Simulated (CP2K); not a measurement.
# SrO in CP2K: the effect of functional

Crystal: SrO.

```
Sr O
1.0
     3.62930    0.00000    0.00000
     1.81465    3.14306    0.00000
     1.81465    1.04769    2.96331
Sr O
1 1
Direct
  0.50000 0.50000 0.50000
  0.00000 0.00000 0.00000
```

Alike in all runs:

| Quantity | Value |
| --- | --- |
| Program | CP2K 2026.2 |
| Task | band structure |
| k mesh | 9 × 9 × 9 |
| Occupations | fermi-dirac, width 0.05 eV |
| Spin | no spin polarisation |

Problem. One run gave: gap on the mesh 3.45 eV; pressure 1.2 GPa. Which functional did it use?
A. revPBE
B. LDA
C. PBEsol
D. BLYP
E. r2SCAN

Solution. C.

```csv
functional,potentials or basis,gap on the mesh (eV),pressure (GPa)
r2SCAN,"POTENTIAL_UZH Sr GTH-SCAN-q10, O GTH-SCAN-q6; TZVP-MOLOPT-SCAN-GTH basis",3.88,2.9
LDA,"GTH_POTENTIALS Sr GTH-PADE-q10, O GTH-PADE-q6; TZVP-MOLOPT-PBE-GTH basis",3.39,-2.6
PBEsol,"POTENTIAL_UZH Sr GTH-PBE-q10, O GTH-PBE-q6; TZVP-MOLOPT-PBE-GTH basis",3.45,1.2
RPBE,"POTENTIAL_UZH Sr GTH-PBE-q10, O GTH-PBE-q6; TZVP-MOLOPT-PBE-GTH basis",3.61,7.5
revPBE,"POTENTIAL_UZH Sr GTH-PBE-q10, O GTH-PBE-q6; TZVP-MOLOPT-PBE-GTH basis",3.59,6.8
BLYP,"GTH_POTENTIALS Sr GTH-BLYP-q10, O GTH-BLYP-q6; TZVP-MOLOPT-PBE-GTH basis",3.61,7.5
```

Caveats: the basis of atomic orbitals isn't converged, which shifts pressures, moduli and gaps; the potentials were made for another functional, which shifts forces and pressure (some runs).

A k mesh can miss the band edges.

Runs at the PBE level aren't shown here.
